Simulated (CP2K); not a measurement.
Runs of CP2K 2026.2 on Sn. It takes space group Im-3m (No. 229, cubic). Conventional cell: a = 3.789 Å, b = 3.789 Å, c = 3.789 Å, α = 90.00°, β = 90.00°, γ = 90.00°. Sn (site symmetry m-3m) has 8 Sn at 3.28 Å as nearest neighbours. This isn't the form of Sn at room conditions, which is tetragonal (white tin).

```csv
task,level,potentials or basis,cell,smearing,EPS_DEFAULT,NGRIDS,potentials,CUTOFF of the grids,points a segment of the path (NPOINTS),gap on the mesh (eV),pressure (GPa)
single point,PBEsol,POTENTIAL_UZH Sn GTH-PBE-q4; TZVP-MOLOPT-PBE-GTH basis,as given,fermi-dirac 0.05 eV,1.0E-10,5,Sn GTH-PBE-q4 of POTENTIAL_UZH,450 Ry,-,none,1.0
single point,PBEsol,POTENTIAL_UZH Sn GTH-PBE-q4; TZVP-MOLOPT-PBE-GTH basis,cell strained at random at fixed volume,fermi-dirac 0.05 eV,1.0E-10,4,Sn GTH-PBE-q4 of POTENTIAL_UZH,450 Ry,-,none,1.0
band structure,LDA,GTH_POTENTIALS Sn GTH-PADE-q4; TZVP-MOLOPT-PBE-GTH basis,as given,fermi-dirac 0.1 eV,1.0E-10,5,Sn GTH-PADE-q4 of GTH_POTENTIALS,450 Ry,8,none,-3.2
single point,PBE,POTENTIAL_UZH Sn GTH-PBE-q4; TZVP-MOLOPT-PBE-GTH basis,as given,fermi-dirac 0.05 eV,1.0E-9,4,Sn GTH-PBE-q4 of POTENTIAL_UZH,600 Ry,-,none,1.8
band structure,PBEsol,POTENTIAL_UZH Sn GTH-PBE-q4; TZVP-MOLOPT-PBE-GTH basis,as given,fermi-dirac 0.01 eV,1.0E-10,5,Sn GTH-PBE-q4 of POTENTIAL_UZH,450 Ry,8,none,(a)
```

Alike in all rows: no spin polarisation; k mesh 10 × 10 × 10.

Estimate the missing entries.

(a) 0.9.

Caveats: the basis of atomic orbitals isn't converged, which shifts pressures, moduli and gaps; the potentials were made for another functional, which shifts forces and pressure (some runs); spin-orbit coupling is left out, which moves the levels of the heavy elements (some runs).

A k mesh can miss the band edges, and the runs leave out spin-orbit coupling on Sn.

A gap of «none» marks a metal or a gap under the smearing width.
